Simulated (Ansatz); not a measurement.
FePt (Tetraferroplatinum):

```
Pt Fe
1.0
     2.72350    0.00000    0.00000
     0.00000    2.72350    0.00000
     0.00000    0.00000    3.72000
Pt Fe
1 1
Cartesian
  1.3618 1.3618 1.8600
  0.0000 0.0000 0.0000
```

Base run:

```yaml
Program: Ansatz 0.2.0
Functional: PBE
Potentials_or_basis: Ansatz PAW
Cutoff: "420 eV (not typed: the program's choice for these potentials)"
k_mesh: 8 × 8 × 6
Occupations: fermi-dirac, width 0.05 eV
Spin: collinear spin, ferromagnetic start
Starting_moments: "[0.0, 1.5] μB"
Fixed_moment: 1.5 μB
```

Its results: pressure -8.1 GPa; site moments Pt +0.01; Fe +1.55 μB.

Q: After a change of settings the same cell gave: pressure 8.3 GPa; site moments Pt +0.56; Fe +3.24 μB. Which change was it?
A. fixed moment from 1.5 μB to 4.5 μB; moments at the start from [0.0, 1.5] to [0.0, 4.5]
B. fixed moment from 1.5 μB to 3 μB; moments at the start from [0.0, 1.5] to [0.0, 3.0]
C. fixed moment from 1.5 μB to 3.8 μB; moments at the start from [0.0, 1.5] to [0.0, 3.8]
D. fixed moment from 1.5 μB to 2.2 μB; moments at the start from [0.0, 1.5] to [0.0, 2.2]

A: C.

Caveats: the total moment is fixed, so each spin has its own Fermi level; the thresholds are loose for stress.
